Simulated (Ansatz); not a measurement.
# MgS in Ansatz: the effect of exact exchange

MgS:

```
S Mg
1.0
     4.03462    0.00000    0.00000
    -2.01731    3.49409    0.00000
     0.00000    0.00000    6.43229
S Mg
2 2
Direct
  0.66667 0.33333 0.87924
  0.33333 0.66667 0.37924
  0.33333 0.66667 0.99575
  0.66667 0.33333 0.49575
```

The cell comes from a database or a generator and needn't be the stable form of this composition.

Alike in all runs:

- Program: Ansatz 0.2.0
- Task: single point
- Functional: HSE06 form with a typed share of exact exchange
- Potentials or basis: Ansatz PAW
- Cutoff: 420 eV (not typed: the program's choice for these potentials)
- k mesh: 4 × 4 × 2
- Occupations: fermi-dirac, width 0.05 eV
- Spin: no spin polarisation

Problem. One run gave: gap on the mesh 3.65 eV; pressure 0.9 GPa. Which exact exchange did it use?
A. 0.2
B. 0.05
C. 0.25
D. 0.3
E. 0.4

Solution. B.

```tsv
exact exchange	gap on the mesh (eV)	pressure (GPa)
0.05	3.65	0.9
0.1	3.87	0.7
0.15	4.08	0.5
0.2	4.30	0.3
0.25	4.52	0.0
0.3	4.75	-0.2
0.4	5.20	-0.5
0.5	5.66	-0.9
```

Caveats: all runs use coarse meshes; the PAW data sets come from PBE, with cores solved anew for the run's functional, which leaves a small shift of forces and pressure; the thresholds are loose for stress.

